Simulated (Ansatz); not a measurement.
# Zn2Sn2P4: the cost of one run

Method: density functional theory in Ansatz 0.2.0, PAW datasets, plane waves.

## (1) The starting cell

8 atoms (2 Zn, 2 Sn, 4 P); a = 6.901 Å, b = 6.901 Å, c = 6.901 Å, α = 131.92°, β = 131.92°, γ = 70.35°.

The runs, in order: (2) PBEsol single point at a 6×6×6 mesh, on 1 × NVIDIA GB300 Max-Q with 8 threads of Arm Neoverse-V2; (3) HSE06 single point at a 6×6×6 mesh, on 1 × NVIDIA GB300 Max-Q with 8 threads of Arm Neoverse-V2; (4) r²SCAN single point at a 6×6×6 mesh, on 1 × NVIDIA GB300 Max-Q with 8 threads of Arm Neoverse-V2.

Coordinates:

```cif
data_structure
_symmetry_space_group_name_H-M 'P 1'
_symmetry_Int_Tables_number 1
_cell_length_a 6.9006
_cell_length_b 6.9006
_cell_length_c 6.9006
_cell_angle_alpha 131.923
_cell_angle_beta 131.923
_cell_angle_gamma 70.352
_cell_volume 178.27
loop_
_atom_site_label
_atom_site_type_symbol
_atom_site_fract_x
_atom_site_fract_y
_atom_site_fract_z
_atom_site_occupancy
Zn1 Zn 0.00000 0.00000 0.00000 1
Zn2 Zn 0.75000 0.25000 0.50000 1
Sn1 Sn 0.50000 0.50000 0.00000 1
Sn2 Sn 0.25000 0.75000 0.50000 1
P1 P 0.37500 0.35054 0.47554 1
P2 P 0.87500 0.89946 0.52446 1
P3 P 0.64946 0.12500 0.02446 1
P4 P 0.10054 0.62500 0.97554 1
```

## (2) PBEsol on the given atoms

in.yaml reads:

```yaml
crystal:
  lattice:
    - [-2.811041, 2.810991, 5.640480]
    - [2.810991, -2.811041, 5.640480]
    - [2.810922, 2.810922, -5.640505]
  atoms:
    - { symbol: Zn, position: [0.000000, 0.000000, 0.000000] }
    - { symbol: Zn, position: [0.749999, 0.249997, 0.500001] }
    - { symbol: Sn, position: [0.499997, 0.499997, 0.000000] }
    - { symbol: Sn, position: [0.249997, 0.749997, 0.500000] }
    - { symbol: P, position: [0.375002, 0.350540, 0.475536] }
    - { symbol: P, position: [0.875001, 0.899465, 0.524462] }
    - { symbol: P, position: [0.649465, 0.125001, 0.024462] }
    - { symbol: P, position: [0.100540, 0.625002, 0.975536] }
kpoints:
  mp_grid: { grid: [6, 6, 6] }
  band_path: { path: [VBM, CBM], npoints: 2 }
hamiltonian:
  xc: pbesol
scf:
  occupations: { method: fermi_dirac, width: 0.01 }
output:
  forces: true
  eigenvalues: true
  stress: true
  populations: true
```

The run is started by

```bash
$ ansatz run in.yaml --threads 8 --pin off --max-ram 118750MiB --runs-dir r --events-out ev --progress --plain --backend cuda --devices 0,
```

**Question.** How long does this run take on 1 × NVIDIA GB300 Max-Q with 8 threads of Arm Neoverse-V2, shared host, and how much memory does it need?

About 8.3 s, with a peak of 1.9 GiB on the host.
